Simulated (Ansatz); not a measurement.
# HfO2: the cost of one run

Program: Ansatz 0.2.0. Level of theory: DFT PBE, scalar-relativistic, plane waves, PAW. These are calculated values, not measurements.

## 1. The system as given

Symmetry: Fm-3m, No. 225, cubic system. Conventional cell: a = 5.115 Å, b = 5.115 Å, c = 5.115 Å, α = 90.00°, β = 90.00°, γ = 90.00°. Hf (site symmetry m-3m) is surrounded by 8 O at 2.21 Å. O (site symmetry -43m) is surrounded by 4 Hf at 2.21 Å.

Coordinates:

```xyz
12
Lattice="-2.5575 -2.5575 0.0000 2.5575 -2.5575 0.0000 0.0000 0.0000 10.2300" Properties=species:S:1:pos:R:3 pbc="T T T"
Hf    0.0000    0.0000    0.0000
Hf    0.0000   -2.5575    2.5575
Hf    0.0000    0.0000    5.1150
Hf    0.0000   -2.5575    7.6725
O    -1.2788   -1.2788    1.2788
O     1.2788   -1.2788    3.8363
O    -1.2788   -1.2788    6.3938
O     1.2788   -1.2788    8.9512
O    -1.2788   -1.2788    3.8363
O     1.2788   -1.2788    6.3938
O    -1.2788   -1.2788    8.9512
O     1.2788   -1.2788    1.2788
```

No relaxation comes first: the listed cell is the starting point.

## 2. Zero of energy

The cell is repeated 4 times, 12 atoms in all. Reference values: F = -67445.6306 eV; pressure -2.46 GPa; largest force 0.000 eV/Å; gap on the mesh 3.72 eV. It was computed beforehand with the settings of the runs below.

## 3. The scan: pulling the crystal apart

The cut lies on the cell's a–b face, a (0 0 1) plane of area 13.08 Å², between layers 1.28 Å apart (Hf below, O above); the cell is 10.2 Å thick. Vector c is lengthened by d along the normal with the atoms' Cartesian places fixed: one unrelaxed cut per cell.

## 4. d = 1.00 Å

The input, input.yaml:

```yaml
crystal:
  lattice:
    - [-2.5575, -2.5575, 0.0]
    - [2.5575, -2.5575, 0.0]
    - [0.0, 0.0, 11.23]
  atoms:
    - { symbol: Hf, position: [0.0, 0.0, 0.8540182547] }
    - { symbol: Hf, position: [0.5, 0.5, 0.1708036509] }
    - { symbol: Hf, position: [0.0, 0.0, 0.3985418522] }
    - { symbol: Hf, position: [0.5, 0.5, 0.6262800534] }
    - { symbol: O, position: [0.5, 0.0, 0.0569345503] }
    - { symbol: O, position: [0.0, 0.5, 0.2846727516] }
    - { symbol: O, position: [0.5, 0.0, 0.5124109528] }
    - { symbol: O, position: [0.0, 0.5, 0.7401491541] }
    - { symbol: O, position: [0.5, 0.0, 0.2846727516] }
    - { symbol: O, position: [0.0, 0.5, 0.5124109528] }
    - { symbol: O, position: [0.5, 0.0, 0.7401491541] }
    - { symbol: O, position: [0.0, 0.5, 0.0569345503] }
basis:
  ecutwfc: 420
kpoints:
  mp_grid: { grid: [6, 6, 3] }
hamiltonian:
  xc: pbe
scf:
  occupations: { method: gaussian, width: 0.05 }
output:
  forces: true
  stress: true
  eigenvalues: true
```

Run with:

```sh
$ ansatz run input.yaml --threads 2 --pin off --max-ram 5120MiB --backend cpu --events-out ev --progress --plain --runs-dir out
```

Q: Estimate wall time and peak memory on 2 threads of Arm Neoverse V2, shared host.

About 16 s, with a peak of 0.53 GiB.
